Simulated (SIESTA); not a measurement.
Sb:

```
Sb
1.0
     2.15420    1.24373    3.75800
    -2.15420    1.24373    3.75800
     0.00000   -2.48746    3.75800
Sb
2
Cartesian
  0.0000 0.0000 8.6416
  0.0000 0.0000 2.6324
```

```yaml
Program: SIESTA 5.4.2
Task: single point
Functional: PBE
Potentials_or_basis: PseudoDojo 0.4 standard (PBE files)
Basis: DZP (energy shift 0.002 Ry)
Grid_cutoff: 500 Ry
Energy_shift: 0.002 Ry
k_mesh: 8 × 8 × 8
Occupations: fermi-dirac, width 0.05 eV
Spin: no spin polarisation
```

On this cell: pressure 4.0 GPa; largest force 0.326 eV/Å; band gap on the k mesh none (metal or under the smearing width).

The same run follows on a disturbed copy (atoms moved at random, drawn with an rms of 0.05 Å):

```
Sb
1.0
     2.15420    1.24373    3.75800
    -2.15420    1.24373    3.75800
     0.00000   -2.48746    3.75800
Sb
2
Direct
  0.76764 0.75507 0.76479
  0.25004 0.22744 0.22232
```

Q: What changes?

A: The energy (extrapolated to zero smearing) moves by -2.7 meV/atom; pressure 3.5 GPa; largest force 0.178 eV/Å; band gap on the k mesh none (metal or under the smearing width).

Forces in eV/Å, atoms in the order of the input:
```
Sb   0.061  0.110 -0.126
Sb  -0.061 -0.110  0.126
```

Stress tensor (GPa, compression positive):
```
 4.00  0.16 -0.27
 0.16  3.70 -0.49
-0.27 -0.49  2.75
```

Caveats: semicore shells carry a single zeta, which can move pressures by several GPa and volumes by a few percent; the basis of atomic orbitals isn't converged, which shifts pressures, moduli and gaps.
